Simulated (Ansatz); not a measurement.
Surface calculation: diamond Si (100), 6 layers

The slab is cut from the diamond crystal, the stable phase, as relaxed on PAW files (20.05 Å³/atom), with 16 Å of vacuum and a dipole correction:

```
Si
1.0
     3.84182    0.00000    0.00000
     0.00000    3.84182    0.00000
     0.00000    0.00000   22.79140
Si
6
Direct
  0.75000 0.00000 0.35101
  0.25000 0.00000 0.41061
  0.25000 0.50000 0.47020
  0.75000 0.50000 0.52980
  0.75000 0.00000 0.58939
  0.25000 0.00000 0.64899
```

All numbers are PBEsol results (scalar-relativistic) from Ansatz 0.2.0, with a Γ-centred 8×8×1 k mesh, Fermi–Dirac smearing of 0.02 eV, no spin polarisation. Methods: LAPW: all electrons, basis error target 1 meV/atom; PAW: frozen-core files, cutoff 420 eV.

The bulk energy comes from a cell in the slab's orientation on a 8×8×6 mesh. The surface energy is (E(slab) − N·E(bulk))/2A at zero smearing, the mean of both faces; thin slabs carry quantum-size effects.

The PAW files were made under PBE. Real surfaces of this kind reconstruct, which a 1×1 cell forbids.

Task: As cut, the LAPW slab lies 4.118 eV above 6 atoms of bulk. What surface energy is that?

Result: Over two faces of 14.76 Å² it is 139.5 meV/Å², and times 16.02 J/m² per eV/Å² that gives γ = 2.235 J/m².

```
method  γ as cut (J/m²)  γ relaxed (J/m²)  Φ as cut (eV)  Φ relaxed (eV)
  LAPW            2.235             2.233           5.35            5.34
   PAW            2.234             2.231           5.35            5.34
```

Task: How do the spacings between the planes relax?

Result: From the bottom face up: d12 -1.8 % of 1.358 Å, d23 +0.1 % of 1.358 Å, d34 -0.6 % of 1.358 Å, d45 +0.1 % of 1.358 Å, d56 -1.8 % of 1.358 Å.

Task: What changes if the vacuum is set to 11 Å?

Result: LAPW then gives: no gap, work function 5.34 eV; PAW: no gap, work function 5.34 eV. The program warns that the vacuum is too thin.

Task: A 2p core hole is made on one atom of each kind in every 1×1 cell (PAW hole dataset, neutral cell, valence without spin). What does it cost by layer?

Result: layer 1 98.37 eV, layer 2 98.66 eV, layer 3 98.78 eV. Shifts between layers mean more than the absolute values, and a whole layer of holes screens otherwise than one hole.
